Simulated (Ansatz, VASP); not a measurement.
# SiC (SiC(110)): VASP beside Ansatz, part 3 of 3

Wanted: the spread between two codes on one cell, functional and k mesh. The structure shown is the end of the VASP relaxation below.

VASP 6.6.1 and Ansatz 0.2.0.

So far: The structure; VASP: relaxation, PBE; Ansatz: single point, PBE; Side by side; VASP: band structure, PBE.

## Step 5: VASP: band structure, PBE (continued)

Level of this step: PBE; plane waves and PAW (Si, C) (VASP).

Numbers of over 12 decimals in the logs are rounded to 6 here.

OUTCAR, selected parts (step 5):

```text
  Total       15.7640782      9.7064551     -0.8301819      0.0000000      0.0000000      0.0000000
  in kB       68.1236892     41.9459688     -3.5875903      0.0000000      0.0000000      0.0000000
  external PRESSURE =      35.4940226 kB  Pullay stress =       0.0000000 kB

 POSITION                                       TOTAL-FORCE (eV/Angst)
 -----------------------------------------------------------------------------------
      0.00000      0.18538      8.22897        -0.000000     -0.004153      0.000386
      1.51740      2.11472      9.49574         0.000000      0.002406      0.008645
      0.00000      4.27131     11.12493        -0.000000     -0.020495      0.003030
      1.51740      2.11240     12.66789        -0.000000      0.004535     -0.011779
      0.00000      4.26294     14.23230         0.000000      0.013728      0.000000
      1.51740      2.11240     15.79670        -0.000000      0.004535      0.011779
      0.00000      4.27131     17.33966        -0.000000     -0.020495     -0.003030
      1.51740      2.11472     18.96885         0.000000      0.002406     -0.008645
      0.00000      0.18538     20.23562        -0.000000     -0.004153     -0.000386
      0.00000      3.18209      9.54344         0.000000      0.006111     -0.001369
      1.51740      1.05836      7.96102         0.000000     -0.007817      0.026578
      0.00000      3.19964     12.67279         0.000000      0.002373      0.007567
      1.51740      1.06632     11.10325         0.000000      0.006395      0.007298
      0.00000      3.19964     15.79181         0.000000      0.002373     -0.007567
[...]
-----------------------------------------------------------------------------------
    total drift:                                0.000000      0.005927     -0.000006

  FREE ENERGIE OF THE ION-ELECTRON SYSTEM (eV)
  ---------------------------------------------------
  free  energy   TOTEN  =      -130.3443287789 eV

  energy  without entropy=     -130.3443287789  energy(sigma->0) =     -130.34432878

[... 2 parts as in an earlier step ...]

[... 1 further part left out ...]
[key lines of the parts left out:]
E-fermi :   1.5882
```

## Step 6: Ansatz: band structure, PBE

The same cell, functional, mesh and smearing now go to Ansatz, which takes its cutoff from its data sets.

File input.yaml:

```yaml
crystal:
  lattice:
    - [3.0348030816, 0.0, 0.0]
    - [0.0, 4.2918596772, 0.0]
    - [0.0, 0.0, 28.4645926536]
  atoms:
    - { symbol: Si, position: [0.0, 0.0431933807, 0.2890950999] }
    - { symbol: Si, position: [0.5, 0.4927285463, 0.3335982563] }
    - { symbol: Si, position: [0.0, 0.9952130013, 0.3908339658] }
    - { symbol: Si, position: [0.5, 0.492188563, 0.4450404201] }
    - { symbol: Si, position: [0.0, 0.9932618209, 0.5] }
    - { symbol: Si, position: [0.5, 0.492188563, 0.5549595799] }
    - { symbol: Si, position: [0.0, 0.9952130013, 0.6091660342] }
    - { symbol: Si, position: [0.5, 0.4927285463, 0.6664017437] }
    - { symbol: Si, position: [0.0, 0.0431933807, 0.7109049001] }
    - { symbol: C, position: [0.0, 0.7414246111, 0.3352741804] }
    - { symbol: C, position: [0.5, 0.2465965819, 0.2796815306] }
    - { symbol: C, position: [0.0, 0.7455135638, 0.4452123097] }
    - { symbol: C, position: [0.5, 0.2484517351, 0.3900723475] }
    - { symbol: C, position: [0.0, 0.7455135638, 0.5547876903] }
    - { symbol: C, position: [0.5, 0.2461182127, 0.5] }
    - { symbol: C, position: [0.0, 0.7414246111, 0.6647258196] }
    - { symbol: C, position: [0.5, 0.2484517351, 0.6099276525] }
    - { symbol: C, position: [0.5, 0.2465965819, 0.7203184694] }
hamiltonian:
  xc: pbe
  pseudopotentials: { kind: paw }
kpoints:
  mp_grid: { grid: [8, 6, 1] }
  band_path:
    path:
      - [0.0, 0.0, 0.0]
      - [0.07692, 0.0, 0.0]
      - [0.15385, 0.0, 0.0]
      - [0.26923, 0.0, 0.0]
      - [0.34615, 0.0, 0.0]
      - [0.42308, 0.0, 0.0]
      - [0.5, 0.0, 0.0]
      - [0.5, 0.07692, 0.0]
      - [0.5, 0.19231, 0.0]
      - [0.5, 0.26923, 0.0]
      - [0.5, 0.34615, 0.0]
      - [0.5, 0.46154, 0.0]
      - [0.5, 0.5, 0.0]
      - [0.42308, 0.5, 0.0]
      - [0.30769, 0.5, 0.0]
      - [0.23077, 0.5, 0.0]
      - [0.11538, 0.5, 0.0]
      - [0.03846, 0.5, 0.0]
      - [0.0, 0.5, 0.0]
      - [0.0, 0.38462, 0.0]
      - [0.0, 0.30769, 0.0]
      - [0.0, 0.23077, 0.0]
      - [0.0, 0.11538, 0.0]
      - [0.0, 0.03846, 0.0]
      - [0.03846, 0.03846, 0.0]
      - [0.11538, 0.11538, 0.0]
      - [0.19231, 0.19231, 0.0]
      - [0.30769, 0.30769, 0.0]
      - [0.38462, 0.38462, 0.0]
      - [0.5, 0.5, 0.0]
    npoints: 1
scf:
  occupations: { method: gaussian, width: 0.03 }
  n_extra_bands: 15
efield:
  axis: 3
  dipole_correction: true
  ramp_width: 0.04
output:
  forces: true
  eigenvalues: true
```

Command:

```
$ ansatz run input.yaml --threads 8 --pin off --max-ram 18432MiB --backend cpu --events-out ev --progress --plain --runs-dir out
```

Log:

```text
[...]
Crystal: 18 atoms, lattice volume = 370.750 Å³
Basis set: ecut = 420 eV, 7223 PW (Γ), exchange–correlation on 48×60×384 points (8 copies of the dense FFT grid, shifted against one another)
Bands: 51, of which v1, the nominal top of the filled ones, is band 36 counted from 1 (35 counted from 0)
Symmetry: 2 space group operations
[...]
k-point 0: bands = [... 32 lower, 1.6602, 1.7460, 1.8006, 1.8833, 3.4475, 4.1991, 5.0177, 5.1785, ... 11 higher]
  k-point 1: bands = [... 32 lower, 1.4237, 1.4967, 1.6399, 1.8444, 3.7345, 4.4277, 5.0613, 5.1968, ... 11 higher]
  k-point 2: bands = [... 32 lower, 0.9112, 0.9458, 1.7183, 1.7248, 4.4173, 4.7000, 5.1377, 5.5735, ... 11 higher]
  k-point 19: bands = [... 32 lower, 0.3695, 0.5137, 2.0404, 2.1471, 3.8404, 3.9474, 6.7394, 6.8611, ... 11 higher]
[key lines of the parts left out:]
SCF converged after 8 iterations
Free energy (F): -7979.224922 eV
Fermi energy:    2.316878 eV
Dipole field:    D = 0.000013 V/Å  (p = 0.000028 e·Å, saw-weighted, corrected)
Work function:   Φ+ = 5.4190 eV   Φ− = 5.4193 eV
```

Run time: 14 s. Hardware: 8 threads of Arm Neoverse V2, shared host; peak memory 1.3 GiB; 1.7 min of CPU time.

## Step 7: Side by side

Both answers:

```
                     quantity  Ansatz   VASP  difference
gap over the path points (eV)   0.340  0.331      +0.008
```

Levels at points of the path, from each program's valence-band top (eV; 4 filled, then empty):

```csv
k (reciprocal lattice),Ansatz,VASP
0.000 0.000 0.000,-0.49 -0.40 -0.35 -0.26 1.30 2.05 2.87,-0.49 -0.40 -0.35 -0.27 1.29 2.04 2.86
0.077 0.000 0.000,-0.82 -0.71 -0.41 -0.34 1.63 2.42 2.96,-0.82 -0.71 -0.42 -0.35 1.62 2.42 2.95
0.154 0.000 0.000,-1.38 -1.28 -0.55 -0.49 2.16 2.76 3.08,-1.39 -1.29 -0.56 -0.50 2.15 2.75 3.07
0.269 0.000 0.000,-2.09 -1.45 -0.78 -0.66 2.17 2.31 3.03,-2.10 -1.46 -0.78 -0.67 2.17 2.29 3.02
0.346 0.000 0.000,-2.40 -1.62 -0.77 -0.66 1.49 1.52 2.36,-2.41 -1.63 -0.77 -0.66 1.48 1.51 2.35
0.423 0.000 0.000,-2.60 -1.93 -0.57 -0.47 0.76 0.81 1.72,-2.61 -1.94 -0.57 -0.48 0.75 0.81 1.71
0.500 0.000 0.000,-2.33 -2.30 -0.35 -0.26 0.34 0.45 1.44,-2.34 -2.31 -0.35 -0.26 0.33 0.44 1.43
0.500 0.077 0.000,-2.31 -2.28 -0.34 -0.24 0.45 0.51 1.63,-2.32 -2.28 -0.34 -0.24 0.44 0.51 1.62
0.500 0.192 0.000,-2.24 -2.16 -0.26 -0.17 0.87 0.93 2.40,-2.25 -2.17 -0.26 -0.17 0.86 0.92 2.39
0.500 0.269 0.000,-2.19 -2.04 -0.19 -0.10 1.21 1.28 2.97,-2.20 -2.05 -0.19 -0.10 1.20 1.27 2.97
```

At this near-relaxed geometry the largest component of a force difference is 19 meV/Å. Among the levels compared at these points, filled levels agree within 8 meV and empty ones within 15 meV.

## Step 8: Results

* difference in gap on the k mesh (single point, PBE): 0.0085 eV
* difference in gap over the path points (band structure, PBE): 0.0084 eV

The difference in gap on the k mesh is 0.0085 eV (single point, PBE), within the 0.08 eV picked in this series as the mark of a large difference. Such differences can come from data sets, numerical settings and the points named under the comparisons, not from the functional's error against experiment.

[Lines on the potential files, build, host, timing and source positions are cut from VASP's logs without a mark.]

[Logs are printed without paths, hosts, clocks, repeated set-up lines and the standing remarks that a program may print on its own settings, such as how far it seeks lower states.]

[Hosts, paths, dates, database ids (printed as entryN), source tags and the programs' standing remarks are cut or masked in the printed files.]
